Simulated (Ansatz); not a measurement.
## 3-layer 1T-TiSTe (AA) in a perpendicular field

Wanted: the out-of-plane response of the 3-layer 1T-TiSTe (AA). A positive field points along +c.

Main program and level: Ansatz 0.2.0; plane-wave DFT, PBE-D3(BJ), Ansatz PAW, in the first sound run; inputs show where later runs differ.

Most raw output is cut from this account.

### 1. The structure

The cell holds 9 atoms: 3 Te, 3 Ti and 3 S. Its edges and angles: a = 3.580 Å, b = 3.580 Å, c = 63.815 Å, α = 90.0°, β = 90.0°, γ = 120.0°. Regions: layer 1: 1T-TiSTe, 3 atoms (1 Te, 1 Ti and 1 S); layer 2: 1T-TiSTe, 3 atoms (1 Te, 1 Ti and 1 S); layer 3: 1T-TiSTe, 3 atoms (1 Te, 1 Ti and 1 S). Vacuum lies along c.

### 2. Relaxing the slab

The starting cell is a guess, so the in-plane lattice and the atoms are relaxed first, with the slab cut off from its images along the normal.

File input.yaml:

```yaml
crystal:
  lattice:
    - [3.58, 0.0, 0.0]
    - [-1.79, 3.1003709455, 0.0]
    - [0.0, 0.0, 63.8152479852]
  atoms:
    - { symbol: Te, position: [0.6666666667, 0.3333333333, 0.3713845946] }
    - { symbol: Ti, position: [0.0, 0.0, 0.4019052373] }
    - { symbol: S, position: [0.3333333333, 0.6666666667, 0.4242207025] }
    - { symbol: Te, position: [0.6666666667, 0.3333333333, 0.473581946] }
    - { symbol: Ti, position: [0.0, 0.0, 0.5041025887] }
    - { symbol: S, position: [0.3333333333, 0.6666666667, 0.526418054] }
    - { symbol: Te, position: [0.6666666667, 0.3333333333, 0.5757792975] }
    - { symbol: Ti, position: [0.0, 0.0, 0.6062999402] }
    - { symbol: S, position: [0.3333333333, 0.6666666667, 0.6286154054] }
  periodic: [true, true, false]
kpoints:
  mp_grid: { grid: [12, 12, 1] }
hamiltonian:
  xc: pbe
  dispersion: d3bj
scf:
  occupations: { method: fermi_dirac, width: 0.05 }
  convergence: { dr2_threshold: 1.0e-09 }
relax:
  f_tol: 0.004
  max_steps: 90
  cell: {}
output:
  write_potential: true
  write_density: true
  volumetric_format: npy
```

Run with:

```console
$ ansatz run input.yaml --threads 4 --pin off --max-ram 12288MiB --backend cpu --events-out ev --progress --plain --runs-dir out
```

Wall time 2.4 min (4 threads of Intel Xeon Platinum 8375C at 2.90GHz (Ice Lake), shared host); peak memory 1.8 GiB; 9.5 min of CPU time.

The steps of the relaxation:

| step | energy less that of the first step (eV) | largest force component (eV/Å) | volume (Å³) |
| --- | --- | --- | --- |
| 1 | 0.0000 | 1.6220 | 708.31 |
| 2 | -0.4825 | 0.7010 | 692.92 |
| 3 | -0.6001 | 0.0911 | 681.32 |
| 4 | -0.6246 | 0.0916 | 683.10 |
| 5 | -0.6266 | 0.0164 | 685.53 |
| 6 | -0.6266 | 0.0224 | 685.69 |
| 7 | -0.6267 | 0.0010 | 685.53 |
| 8* | -0.6259 | 0.0011 | 685.53 |

Relaxation steps marked * repeat the geometry before them on a plane-wave basis chosen anew for their cell, so energy and pressure can jump there.

The run keeps the 6 symmetry operations that it works with, so distortions that break them were not tested.

| cell as run | before | after | change |
| --- | --- | --- | --- |
| a (Å) | 3.580 | 3.522 | -1.6 % |
| b (Å) | 3.580 | 3.522 | -1.6 % |

The atoms that moved most (Å, along periodic axes as changes of fractional coordinates times the final cell, across vacuum about the mean position):

| atom | dx | dy | dz | length |
| --- | --- | --- | --- | --- |
| S9 | 0.000 | 0.000 | -0.529 | 0.529 |
| Te1 | 0.000 | 0.000 | 0.484 | 0.484 |
| Ti2 | 0.000 | 0.000 | 0.439 | 0.439 |
| Ti8 | 0.000 | 0.000 | -0.357 | 0.357 |
| Te7 | 0.000 | 0.000 | -0.315 | 0.315 |
| S3 | 0.000 | 0.000 | 0.277 | 0.277 |
| S6 | 0.000 | 0.000 | -0.125 | 0.125 |
| Te4 | 0.000 | 0.000 | 0.089 | 0.089 |

Numbers from this step:

```yaml
energy_at_zero_smearing: -31157.8391 eV
```

The lattice constant a goes from 3.580 to 3.522 Å.

### 3. Single point, field 0, start network

A sawtooth potential applies the field, turning back in the middle of the vacuum. With the dipole correction the typed value is the field outside the slab. The induced dipole is small, so the SCF threshold is tight.

The cell differs from the one that the last finished run ended in (c 63.815 → 33.403 Å).

File input.yaml:

```yaml
crystal:
  lattice:
    - [3.5219816187, 0.0, 0.0]
    - [-1.7609908094, 3.0501255535, 0.0]
    - [0.0, 0.0, 33.4028842115]
  atoms:
    - { symbol: Te, position: [0.6666666667, 0.3333333333, 0.2694378109] }
    - { symbol: Ti, position: [0.0, 0.0, 0.3264248172] }
    - { symbol: S, position: [0.3333333333, 0.6666666667, 0.3641969094] }
    - { symbol: Te, position: [0.6666666667, 0.3333333333, 0.4528565527] }
    - { symbol: Ti, position: [0.0, 0.0, 0.5096017685] }
    - { symbol: S, position: [0.3333333333, 0.6666666667, 0.5474153269] }
    - { symbol: Te, position: [0.6666666667, 0.3333333333, 0.636027303] }
    - { symbol: Ti, position: [0.0, 0.0, 0.6930672985] }
    - { symbol: S, position: [0.3333333333, 0.6666666667, 0.7305621891] }
kpoints:
  mp_grid: { grid: [18, 18, 1] }
  band_path:
    path: [[0, 0, 0], [0.5, 0, 0], [0.33333333, 0.33333333, 0], [0, 0, 0]]
    npoints: 16
hamiltonian:
  xc: pbe
  dispersion: d3bj
scf:
  occupations: { method: fermi_dirac, width: 0.02585 }
  convergence: { dr2_threshold: 1.0e-10 }
efield:
  axis: 3
  dipole_correction: true
  ramp_position: 0.97
  ramp_width: 0.06
  amplitude: 0
output:
  dos: { projected: true, e_range: [-6, 5] }
  bader: true
  write_potential: true
  write_density: true
  volumetric_format: npy
  elf: true
```

Run time: 52 s. Hardware: 4 threads; peak memory 1.4 GiB; 3.4 min of CPU time.

This step gave:

```
energy at zero smearing        : -31157.8414 eV
work function, upper face      : 5.131 eV
work function, lower face      : 4.563 eV
dipole along the normal        : -0.03372 e·Å
step between the vacuum levels : 0.5680 eV
```

Running mean over a fixed 2.5 Å (it still follows the layers) of the planar mean; the ramp of the sawtooth is left out. Electron's electrostatic potential energy less the Fermi level against z:

z (Å), electron's electrostatic potential energy less the Fermi level (eV) and a bar from the least value:
```
        4       4.56 #############################
        5       4.56 #############################
        6       4.49 ############################
        7       3.39 ##########################
        8       0.96 ####################
        9      -2.07 ############
       10      -4.70 ######
       11      -6.96 
       12      -5.47 ####
       13      -1.17 ##############
       14       0.52 ###################
       15      -1.72 #############
       16      -4.38 ######
       17      -6.84 
       18      -5.96 ##
       19      -1.49 ##############
       20       0.41 ##################
       21      -1.38 ##############
       22      -4.06 #######
       23      -6.69 #
       24      -6.36 #
       25      -1.35 ##############
       26       3.46 ##########################
       27       5.05 ##############################
       28       5.13 ##############################
       29       5.13 ##############################
       30       5.13 ##############################
```

The density of states has structure finer than the step of the table below, so its rows give means over 0.2 eV, whole bins alone (the curve runs from -6 to 1.99 eV). Peaks (eV: height): -3.11: 22.3, -2.97: 27.7, -2.17: 13.1, 0.45: 14.8, 1.25: 33.4, 1.31: 40.7, 1.42: 31.2.

Density of states against energy, zero at the Fermi level; means over each step:

energy (eV), density of states (states/eV a cell) and a bar:
```
     -5.8        0.0 
     -5.6        2.0 ###
     -5.4        3.5 #####
     -5.2        4.2 #####
     -5.0        7.7 ##########
     -4.8       10.0 #############
     -4.6        6.1 ########
     -4.4        8.6 ###########
     -4.2        5.8 #######
     -4.0        5.0 ######
     -3.8        7.2 #########
     -3.6        6.5 ########
     -3.4        9.1 ############
     -3.2       15.1 ###################
     -3.0       18.1 #######################
     -2.8        3.1 ####
     -2.6        3.0 ####
     -2.4        6.2 ########
     -2.2        9.1 ############
     -2.0        7.5 ##########
     -1.8        8.3 ###########
     -1.6        5.8 #######
     -1.4        4.6 ######
     -1.2        4.9 ######
     -1.0        4.8 ######
     -0.8        4.3 #####
     -0.6        2.7 ###
     -0.4        2.0 ###
     -0.2        1.6 ##
      0.0        4.2 #####
      0.2        7.4 ##########
      0.4       11.1 ##############
      0.6        7.0 #########
      0.8        2.1 ###
      1.0        6.5 ########
      1.2       20.6 ##########################
      1.4       23.3 ##############################
      1.6        9.3 ############
      1.8        0.8 #
```

Projected DOS per atom over height of the atomic layer and energy from the Fermi level. Layers: Te Ti S Te Ti S Te Ti S from below.

Ten even steps from '_' (0.00 states/eV) to '@' (5.10 states/eV), each cell a mean:
```
__________________
..%%__..@@__::@@__
..##__..++__..**__
__..____::____::__
__++____==____++__
__::____::____..__
__________________
..____..____..____
....__....__..____
..____..____::____
::__..::..__--__..
--....::..__::____
..____..__________
__..::..::--..--++
..::++..::==....--
....::__..--____::
____..____..____::
::..::..__....__::
..__::....::::..::
____::..__::..____
____..____________
__________________
```
Columns: height of the atomic layer (Å) from 9 to 24.4 (not evenly spaced); rows upwards: energy from the Fermi level (eV) from -5.96 to 1.96.

The electronic bands at the labelled points (eV, zero at the Fermi level):

| point | band 48 | band 49 | band 50 | band 51 | band 52 | band 53 | band 54 | band 55 |
| --- | --- | --- | --- | --- | --- | --- | --- | --- |
| Γ | 0.28 | 0.28 | 0.29 | 0.29 | 0.93 | 0.93 | 0.97 | 1.03 |
| halfway | -1.20 | -0.61 | -0.55 | -0.49 | 0.20 | 0.23 | 0.26 | 1.09 |
| M | -1.84 | -0.91 | -0.81 | -0.72 | -0.13 | -0.05 | 0.00 | 1.24 |
| halfway | -2.19 | -2.13 | -2.06 | -1.94 | 0.32 | 0.49 | 0.64 | 1.25 |
| K | -2.41 | -2.40 | -2.32 | -2.24 | 0.90 | 0.91 | 0.95 | 0.96 |
| halfway | -1.52 | -1.37 | -1.29 | -1.20 | 0.34 | 0.41 | 0.52 | 0.97 |
| Γ | 0.28 | 0.28 | 0.29 | 0.29 | 0.93 | 0.93 | 0.97 | 1.03 |

Electrostatic potential energy in the ca plane at fractional y = 0.000, with atoms of Ti within 0.2 Å of it. With pseudopotentials it is smooth inside the atoms' cores, unlike the true potential.

Ten even steps from '0' (-34 eV) to '9' (8 eV), each cell a mean:
```
99999999999999999999986100048999999999850001
99999999999999999999887521478999999998874124
99999999999999999987788877788999999878887777
99999999999999999876678888888899998756788888
99999999999999999875578999888899998655789998
99999999999999999987788888888899998767888888
99999999999999999988888754678999999888886446
99999999999999999999987300158999999999862002
99999999999999999999985100047999999999840000
```
Columns run along c (16.0 Å, from fractional 0.06 to 0.54 of the cell; values clipped at the 3rd and 97th percentile), rows up along a (3.5 Å). Atoms in or near the plane, at fractional coordinates: Ti at (0.33, 0.00), Ti at (0.51, 0.00).

ELF in the ca plane at fractional y = 0.000, with atoms of Ti within 0.2 Å of it. It is the smooth field of the valence electrons, not physical close to the nuclei.

Ten even steps from '0' (0.00) to '9' (0.79), each cell a mean:
```
00000000000001122127456101000012221474751000
00000000000123456424653233100134553256522431
00000000001367777741113787411467777311247863
00000000013688766773248999611687667632589984
00000000014788766774358999612686667633699985
00000000012578767762126898511577677521379984
00000000001245667632322465200256675223225652
00000000000011244227775111000023442377731210
00000000000000122136136100000001221450550000
```
Columns run along c (16.0 Å, from fractional 0.11 to 0.58 of the cell), rows up along a (3.5 Å). Atoms in or near the plane, at fractional coordinates: Ti at (0.33, 0.00), Ti at (0.51, 0.00).

Valence density in the ca plane at fractional y = 0.000, with atoms of Ti within 0.2 Å of it. It is the smooth field of the valence electrons, not physical close to the nuclei.

Ten steps, logarithmic in the rise over the least value, from '0' (0.00 × 1e0 e/Å³) to '9' (9.80 × 1e0 e/Å³), each cell a mean:
```
00000000000000111248997311000011122589862100
00000000000001122235664221000112222356632110
00000000000012233222223322111122332222233221
00000000000012333322223332211123333222233321
00000000000012333322123333211223333222233321
00000000000012333322222332111123332222233321
00000000000011222223443221100112222234432211
00000000000001112237886211000011222478742110
00000000000000111248997310000001112699962100
```
Columns run along c (16.0 Å, from fractional 0.11 to 0.58 of the cell), rows up along a (3.5 Å). Atoms in or near the plane, at fractional coordinates: Ti at (0.33, 0.00), Ti at (0.51, 0.00).

The work function of the upper face is 5.13 eV.

### 4. Single point, field 0.05 V/Å

input.yaml: that of step 3 with these lines changed.

```diff
@@ -31,6 +31,4 @@
   ramp_width: 0.06
-  amplitude: 0
+  amplitude: 0.05
 output:
-  dos: { projected: true, e_range: [-6, 5] }
-  bader: true
   write_potential: true
@@ -38,2 +36 @@
   volumetric_format: npy
-  elf: true
```

Wall time 30 s (4 threads); peak memory 1.4 GiB; 2 min of CPU time.

The dipole is 0.0187 e·Å, 0.0524 e·Å from its value without field.

### 5. Single point, field -0.05 V/Å

input.yaml: that of step 4 with these lines changed.

```diff
@@ -31,3 +31,3 @@
   ramp_width: 0.06
-  amplitude: 0.05
+  amplitude: -0.05
 output:
```

Run time: 30 s. Hardware: 4 threads; peak memory 1.4 GiB; 2 min of CPU time.

The dipole is -0.0861 e·Å, -0.0524 e·Å from its value without field.

### 6. Atoms held, field 0.1 V/Å

input.yaml: that of step 5 with these lines changed.

```diff
@@ -29,5 +29,5 @@
   dipole_correction: true
-  ramp_position: 0.97
-  ramp_width: 0.06
-  amplitude: -0.05
+  ramp_position: 0.9626
+  ramp_width: 0.065
+  amplitude: 0.1
 output:
```

Run time: 31 s. Hardware: 4 threads; peak memory 1.4 GiB.

The dipole is 0.0711 e·Å, 0.105 e·Å from its value without field.

### 7. Atoms held, field 0.2 V/Å

input.yaml: that of step 6 with these lines changed.

```diff
@@ -31,3 +31,3 @@
   ramp_width: 0.065
-  amplitude: 0.1
+  amplitude: 0.2
 output:
```

The job ended after 31 s (4 threads; peak memory 1.4 GiB).

The dipole is 0.176 e·Å, 0.210 e·Å from its value without field.

### 8. Single point, field 0.3 V/Å

input.yaml: that of step 7 with these lines changed.

```diff
@@ -29,6 +29,8 @@
   dipole_correction: true
-  ramp_position: 0.9626
-  ramp_width: 0.065
-  amplitude: 0.2
+  ramp_position: 0.9604
+  ramp_width: 0.0693
+  amplitude: 0.3
 output:
+  dos: { projected: true, e_range: [-6, 5] }
+  bader: true
   write_potential: true
@@ -36 +38,2 @@
   volumetric_format: npy
+  elf: true
```

It took 54 s on 4 threads; peak memory 1.4 GiB.

The dipole is 0.281 e·Å, 0.314 e·Å from its value without field.

### 9. Response, atoms held

This step: plane-wave DFT, PBE-D3(BJ), Ansatz PAW; response to a field along the normal, atoms held (Ansatz 0.2.0).

The dipoles give the slope, and the difference of two potentials shows where the field is screened.

This step gave:

```yaml
equivalent_conductor_thickness_p_eps_0ae: 17.65 Å
distance_between_the_outer_atoms: 15.40 Å
```

Dipole of the cell against applied field:

| applied field (V/Å) | dipole of the cell (e·Å) |
| --- | --- |
| -0.050 | -0.0861 |
| 0.000 | -0.0337 |
| 0.050 | 0.0187 |
| 0.100 | 0.0711 |
| 0.200 | 0.176 |
| 0.300 | 0.281 |

Local field over the applied field, running mean. From the potentials at -0.05 and 0.05 V/Å; running mean over 2.5 Å. The local field over applied field by z:

| z (Å) | local field over applied field |
| --- | --- |
| 5 | 0.991 |
| 6 | 0.939 |
| 7 | 0.723 |
| 8 | 0.382 |
| 9 | 0.0968 |
| 10 | 0.0204 |
| 11 | 0.0168 |
| 12 | 0.0173 |
| 13 | 0.00773 |
| 14 | 0.00674 |
| 15 | 0.00294 |
| 16 | 0.00116 |
| 17 | 0.00126 |
| 18 | 0.00277 |
| 19 | 0.00530 |
| 20 | 0.00314 |
| 21 | -0.00128 |
| 22 | 0.00755 |
| 23 | 0.0160 |
| 24 | 0.0868 |
| 25 | 0.363 |
| 26 | 0.720 |
| 27 | 0.947 |
| 28 | 0.994 |
| 29 | 1.000 |

Electrons, planar mean, per unit field. Table of induced electron density by z:

z (Å), induced electron density (e/Å³ per V/Å) and a bar from the least value:
```
        5    0.00004 ################
        6    0.00030 #################
        7    0.00174 ########################
        8    0.00299 ##############################
        9    0.00076 ###################
       10   -0.00031 ##############
       11    0.00029 #################
       12    0.00018 ################
       13   -0.00006 ###############
       14    0.00005 ################
       15    0.00003 ################
       16   -0.00002 ###############
       17    0.00006 ################
       18   -0.00002 ###############
       19   -0.00005 ###############
       20    0.00008 ################
       21    0.00002 ###############
       22   -0.00013 ###############
       23    0.00023 ################
       24   -0.00083 ###########
       25   -0.00314 
       26   -0.00182 ######
       27   -0.00024 ##############
       28   -0.00002 ###############
       29    0.00000 ###############
```

By hand: between -0.05 and 0.05 V/Å the dipole changes by 0.1048 e·Å, a slope of 1.048 e·Å²/V. A perfect conductor of thickness t has p = ε₀AEt, so t = 180.95 × 1.048 / 10.742 = 17.65 Å (e/ε₀ = 180.95 V·Å, A in Å²).

The induced dipole is that of a conductor 17.65 Å thick.

### 10. With spin-orbit coupling, k-mesh 12×12×1

This step: plane-wave DFT, PBE, fully relativistic PAW with spin-orbit coupling (Ansatz 0.2.0).

Heavy atoms split their bands by spin-orbit coupling, so this run uses fully relativistic files and two-component states.

input.yaml: that of step 8 with these lines changed.

```diff
@@ -16,3 +16,3 @@
 kpoints:
-  mp_grid: { grid: [18, 18, 1] }
+  mp_grid: { grid: [12, 12, 1] }
   band_path:
@@ -22,6 +22,9 @@
   xc: pbe
-  dispersion: d3bj
+  pseudopotentials: { kind: paw_fr }
+magnetization:
+  noncollinear: true
+  spin_orbit: true
 scf:
   occupations: { method: fermi_dirac, width: 0.02585 }
-  convergence: { dr2_threshold: 1.0e-10 }
+  convergence: { dr2_threshold: 1.0e-09 }
 efield:
@@ -29,8 +32,6 @@
   dipole_correction: true
-  ramp_position: 0.9604
-  ramp_width: 0.0693
-  amplitude: 0.3
+  ramp_position: 0.97
+  ramp_width: 0.06
+  amplitude: 0
 output:
-  dos: { projected: true, e_range: [-6, 5] }
-  bader: true
   write_potential: true
@@ -38,2 +39 @@
   volumetric_format: npy
-  elf: true
```

Elapsed: 2.6 min, on 4 threads; peak memory 4.1 GiB.

Numbers from this step:

```
energy at zero smearing        : -31162.5274 eV
work function, upper face      : 5.143 eV
work function, lower face      : 4.553 eV
dipole along the normal        : -0.03504 e·Å
step between the vacuum levels : 0.5902 eV
```

Electronic bands along the path, in eV, zero at the Fermi level:

| point | band 99 | band 100 | band 101 | band 102 | band 103 | band 104 | band 105 | band 106 |
| --- | --- | --- | --- | --- | --- | --- | --- | --- |
| Γ | 0.29 | 0.29 | 0.30 | 0.30 | 0.70 | 0.70 | 0.80 | 0.80 |
| halfway | -0.54 | -0.51 | -0.48 | -0.45 | 0.20 | 0.21 | 0.24 | 0.24 |
| M | -0.79 | -0.79 | -0.69 | -0.69 | -0.12 | -0.12 | -0.05 | -0.05 |
| halfway | -2.00 | -1.95 | -1.89 | -1.80 | 0.30 | 0.35 | 0.46 | 0.52 |
| K | -2.28 | -2.28 | -2.21 | -2.17 | 0.86 | 0.90 | 0.92 | 0.93 |
| halfway | -1.25 | -1.23 | -1.13 | -1.08 | 0.32 | 0.36 | 0.40 | 0.44 |
| Γ | 0.29 | 0.29 | 0.30 | 0.30 | 0.70 | 0.70 | 0.80 | 0.80 |

The work function of the upper face is 5.14 eV.

(Continued in part 2 of 2.)

[Logs are printed without paths, hosts, clocks, repeated set-up lines and the standing remarks that a program may print on its own settings, such as how far it seeks lower states.]

[Hosts, paths, dates, database ids (printed as entryN), source tags and the programs' standing remarks are cut or masked in the printed files.]

[Maps of the electrostatic potential energy from Ansatz leave out the sawtooth potential of an applied field or a dipole correction, so their vacuum need not be flat; planar profiles and work functions include it.]
